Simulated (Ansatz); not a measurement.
# BAs: stress in a strained cell

Aim: deform BAs (equal xx and yy strain of -3 %) and compute stress, forces and field gradients with LAPW, PAW and all-electron datasets made for the crystal.

Method: DFT PBE, scalar-relativistic, in Ansatz 0.2.0.

## Step 1: Starting point

It takes space group F-43m (No. 216, cubic). Conventional cell: a = 4.777 Å, b = 4.777 Å, c = 4.777 Å, α = 90.00°, β = 90.00°, γ = 90.00°. Around B (site symmetry -43m) lie 4 As at 2.07 Å. As (site symmetry -43m) has 4 B at 2.07 Å as nearest neighbours.

Coordinates:

```cif
data_structure
_symmetry_space_group_name_H-M 'P 1'
_symmetry_Int_Tables_number 1
_cell_length_a 3.3778
_cell_length_b 3.3778
_cell_length_c 3.3778
_cell_angle_alpha 60.000
_cell_angle_beta 60.000
_cell_angle_gamma 60.000
_cell_volume 27.25
loop_
_atom_site_label
_atom_site_type_symbol
_atom_site_fract_x
_atom_site_fract_y
_atom_site_fract_z
_atom_site_occupancy
B1 B 0.00000 0.00000 0.00000 1
As1 As 0.75000 0.75000 0.75000 1
```

Atoms are numbered in the order of the input: B1, As2.

## Step 2: After the deformation

Space group F-43m before, I-4m2 after.

## Step 3: LAPW, all electrons

The input, input.yaml:

```yaml
crystal:
  lattice:
    - [0.0, 2.316845, 2.3885]
    - [2.316845, 0.0, 2.3885]
    - [2.316845, 2.316845, 0.0]
  atoms:
    - { symbol: B, position: [0.0, 0.0, 0.0] }
    - { symbol: As, position: [0.75, 0.75, 0.75] }
kpoints:
  mp_grid: { grid: [15, 15, 15] }
  band_path:
    path:
      - [0.0, 0.0, 0.0]
      - [0.5, 0.0, 0.5]
      - [0.75, 0.25, 0.5]
      - [0.5, 0.5, 0.5]
      - [0.0, 0.0, 0.0]
      - [0.5, 0.5, 0.0]
      - [0.6323875, 0.6323875, 0.264775]
      - [0.3676125, 0.3676125, 0.735225]
      - [0.0, 0.0, 0.0]
    npoints: 5
scf:
  occupations: { method: fermi_dirac, width: 0.03 }
hamiltonian:
  xc: pbe
  pseudopotentials: { kind: all_electron, lapw: { basis_error: 0.00025 } }
output:
  forces: true
  stress: true
  eigenvalues: true
```

The run is started by

```bash
ansatz run input.yaml --threads 1 --pin off --max-ram 3072MiB --backend cpu --events-out ev --progress --plain --runs-dir out
```

## Step 4: PAW on the default files

The input, input.yaml:

```yaml
crystal:
  lattice:
    - [0.0, 2.316845, 2.3885]
    - [2.316845, 0.0, 2.3885]
    - [2.316845, 2.316845, 0.0]
  atoms:
    - { symbol: B, position: [0.0, 0.0, 0.0] }
    - { symbol: As, position: [0.75, 0.75, 0.75] }
kpoints:
  mp_grid: { grid: [15, 15, 15] }
scf:
  occupations: { method: fermi_dirac, width: 0.03 }
hamiltonian:
  xc: pbe
  pseudopotentials: { kind: paw }
output:
  forces: true
  stress: true
  eigenvalues: true
  efg: { contact_densities: true }
```

## Step 5: All-electron PAW on datasets made for the crystal

input.yaml: that of step 4 with these lines changed.

```diff
@@ -14,3 +14,3 @@
   xc: pbe
-  pseudopotentials: { kind: paw }
+  pseudopotentials: { kind: all_electron, datasets: crystal }
 output:
```

(Steps that only read results are left out.)

**Question.** What will these runs give? Wanted: pressure; largest shear or deviatoric stress.

The runs gave:

| quantity | value |
| --- | --- |
| pressure | LAPW 12.53, PAW 12.58, crystal datasets 12.53 GPa |
| largest shear or deviatoric stress (LAPW) | 4.65 GPa |

The largest part of the stress beyond the pressure is 4.65 GPa in size, in the zz component; the atoms are carried along and not relaxed. No run of the undeformed cell stands beside it, so the pressure holds what the given cell had before the change. PAW: stress within 0.06 GPa of LAPW. Crystal datasets: stress within 0.01 GPa of LAPW.
